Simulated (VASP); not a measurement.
Write the native input for VASP 6.6.1 that does the following.

```
Task                   : relaxation of cell and atoms
Functional             : r2SCAN
Potentials or basis    : VASP PAW PBE potentials, release 64 (Ga_d, N)
Cutoff                 : 600 eV
k mesh                 : 12 × 12 × 5
Occupations            : gaussian, width 0.03 eV
Spin                   : no spin polarisation
Further INCAR settings : ALGO = Normal; EDIFF = 1e-06; IBRION = 2; EDIFFG = -0.01; NSW = 90; ISIF = 3
```

The structure of GaN lies in POSCAR:

```
GaN
1.0
    3.1800000000      0.0000000000      0.0000000000
   -1.5900000000      2.7539607840      0.0000000000
    0.0000000000      0.0000000000      5.1660000000
Ga N
2 2
Direct
    0.3333333333      0.6666666667      0.0000000000
    0.6666666667      0.3333333333      0.5000000000
    0.3333333333      0.6666666667      0.3750000000
    0.6666666667      0.3333333333      0.8750000000
```

One way to write it, as run:

INCAR

```
SYSTEM = GaN
PREC     = Accurate       ! precision mode
ENCUT    = 600            ! plane-wave cutoff, eV
EDIFF    = 1E-6           ! SCF threshold, eV
ISMEAR   = 0              ! smearing method
SIGMA    = 0.03           ! smearing width, eV
LREAL    = .False.        ! projectors in reciprocal space
LASPH    = .True.         ! aspherical terms in the spheres
NELM     = 80             ! most SCF steps
ALGO     = Normal         ! electronic algorithm
ISIF     = 3              ! what is computed and relaxed
LWAVE    = .False.        ! write WAVECAR
LCHARG   = .False.        ! write CHGCAR
METAGGA  = R2SCAN         ! meta-GGA
LMIXTAU  = .True.       
IBRION   = 2              ! ionic algorithm
NSW      = 90             ! ionic steps
EDIFFG   = -0.01          ! ionic threshold
```

KPOINTS

```
regular mesh
0
Gamma
  12 12 5
  0 0 0
```

Potentials or basis: VASP PAW PBE potentials, release 64 (Ga_d, N).

Command:

```bash
$ cat potpaw_PBE.64/Ga_d/POTCAR potpaw_PBE.64/N/POTCAR > POTCAR
$ mpirun -np 1 vasp_std > vasp.out
```

It gave:

```
Relaxed volume                         : 11.43 Å³/atom
Relaxed cell                           : a = 3.188 Å, b = 3.188 Å, c = 5.196 Å, α = 90.00°, β = 90.00°, γ = 120.00°
Space group after relaxing (to 0.05 Å) : P6_3mc (No. 186)
Energy gained by relaxing              : 1.3 meV/atom
Ionic steps                            : 5
Pressure after relaxing                : 0.0 GPa
Band gap on the k mesh                 : 2.30 eV, direct
```

Caveat: the PAW data sets were made with another functional, which shifts forces and pressure a little.

It took 17 min on 1 thread of Intel(R) Xeon(R) Platinum 8488C (Sapphire Rapids), with other jobs on the host, peak memory 0.24 GiB.
